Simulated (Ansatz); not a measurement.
Input and command of a calculation in Ansatz (plane waves; scalar-relativistic PAW potentials unless the input names others):

```yaml
crystal:
  lattice:
    - [3.1541811833, 0.0, 0.0]
    - [-1.5770905917, 2.7316010329, 0.0]
    - [0.0, 0.0, 12.2673810251]
  atoms:
    - { symbol: W, position: [0.3333333333, 0.6666666667, 0.75] }
    - { symbol: W, position: [0.6666666667, 0.3333333333, 0.25] }
    - { symbol: S, position: [0.3333333333, 0.6666666667, 0.1215245507] }
    - { symbol: S, position: [0.6666666667, 0.3333333333, 0.6215245507] }
    - { symbol: S, position: [0.3333333333, 0.6666666667, 0.3784754493] }
    - { symbol: S, position: [0.6666666667, 0.3333333333, 0.8784754493] }
basis:
  ecutwfc: "30 meV"
kpoints:
  mp_grid: { grid: [12, 12, 4] }
hamiltonian:
  xc: pbe
  dispersion: d3bj
scf:
  occupations: { method: gaussian, width: 0.02 }
  max_iter: 60
output:
  forces: true
  eigenvalues: true
  stress: true
```

```bash
ansatz run input.yaml --threads 1 --pin off --max-ram 2560MiB --backend cpu --events-out ev --progress --plain --runs-dir out
```

Question: What is wrong with this input?

Answer: The program refuses it, because of a cutoff in the wrong unit (basis.ecutwfc: 420 → "30 meV"). With the sound run's settings it is accepted.

Abridged log:
```
Error: inconsistent input (basis.ecutwfc, kpoints): the smallest per-k basis holds n_pw = 0 plane waves (k-point 1, counted from 0 among those solved) but the deck needs at least 27 band(s) per channel, and no run solves more bands than the smallest per-k basis has plane waves; raise basis.ecutwfc until the smallest per-k basis, which caps the automatic band count, holds at least 27 plane waves
```